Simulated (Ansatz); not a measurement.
Fe3Ge, 4 atoms in the cell. Symmetry: Fm-3m, No. 225, cubic system. Conventional cell: a = 5.751 Å, b = 5.751 Å, c = 5.751 Å, α = 90.00°, β = 90.00°, γ = 90.00°. Around Ge (site symmetry m-3m) lie 8 Fe at 2.49 Å. Around Fe (site symmetry -43m) lie 4 Ge at 2.49 Å and 4 Fe at 2.49 Å. Around Fe (site symmetry m-3m) lie 8 Fe at 2.49 Å. The cell comes from a database or a generator and needn't be the stable form of this composition.

| Property | Result |
| --- | --- |
| Program | Ansatz 0.2.0 |
| Task | elastic constants |
| Functional | PBEsol |
| Potentials or basis | Ansatz PAW |
| Cutoff | 420 eV (not typed: the program's choice for these potentials) |
| k mesh | 8 × 8 × 8 |
| Occupations | fermi-dirac, width 0.05 eV |
| Spin | collinear spin, ferromagnetic start |
| Starting moments | [0.0, 3.0, 3.0, 3.0] μB |
| Atoms under strain | clamped |

Potentials or basis: Ansatz PAW.

The run is started by

```sh
$ ansatz run input.yaml --threads 2 --pin off --max-ram 5632MiB --backend cpu --events-out ev --progress --plain --runs-dir out
```

Hardware: 2 threads of Intel(R) Xeon(R) Platinum 8488C (Sapphire Rapids), with other jobs on the host.

Question: Estimate the wall time of this run.

Answer: Run time: 35 s on 2 threads of Intel(R) Xeon(R) Platinum 8488C (Sapphire Rapids), on a shared host, peak memory 0.65 GiB. Counts: scf iterations 67, plane waves 941, k points 29, bands 43.
